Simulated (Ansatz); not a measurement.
Property card for Hf3N4

Level of theory: Ansatz, DFT PBE, scalar-relativistic, plane waves, PAW.

Plane waves to 420 eV, a k mesh through Γ of 6×6×6 on the computed 14-atom cell and Gaussian smearing (0.02 eV); no spin polarisation.

The structure is relaxed at this level of theory with its symmetry kept. Whether it is the stable form of this composition wasn't checked.

Space group I-43d (No. 220). a = 6.734 Å, b = 6.734 Å, c = 6.734 Å, α = 90.00°, β = 90.00°, γ = 90.00°
```
atom site symmetry x y z
  Hf   12a      -4..  0.3750  0.0000  0.2500
   N   16c       .3.  0.0665  0.0665  0.0665
```

```json
{
 "Space group": "I-43d (No. 220)",
 "Volume per atom": "10.91 Å³",
 "Formation energy from the elements' standard states (uncorrected)": "-1.506 eV/atom",
 "Kohn–Sham band gap": "1.04 eV, direct at Γ",
 "Löwdin character of the top 1 eV of the valence band": "N 2p 85 %, Hf 5d 11 %",
 "Löwdin character of the lowest 1 eV of the conduction band": "Hf 5d 81 %, N 2p 15 %",
 "Electron masses at the edge by Cartesian direction of the standard setting (m_e; degenerate bands sorted by energy; no spin-orbit coupling)": "x: 0.46, 0.32; y: 0.46, 0.32; z: 0.46, 0.32",
 "Hole masses at the edge by Cartesian direction of the standard setting (m_e; degenerate bands sorted by energy; no spin-orbit coupling)": "x: 1.9, 1.9, 0.21; y: 1.9, 1.9, 0.21; z: 1.9, 1.9, 0.21",
 "Bulk modulus": "196 GPa",
 "Its pressure derivative": "7.9",
 "Electronic dielectric constant xx, yy, zz of the standard setting (independent particles)": "11.5, 11.5, 11.5"
}
```

Spin-orbit coupling is left out, which matters for the bands of heavy elements.

Cost: 12 runs of about 65 core-minutes in all, on Intel Xeon Processor @ 2.50GHz (Skylake/Cascade Lake) (shared hosts).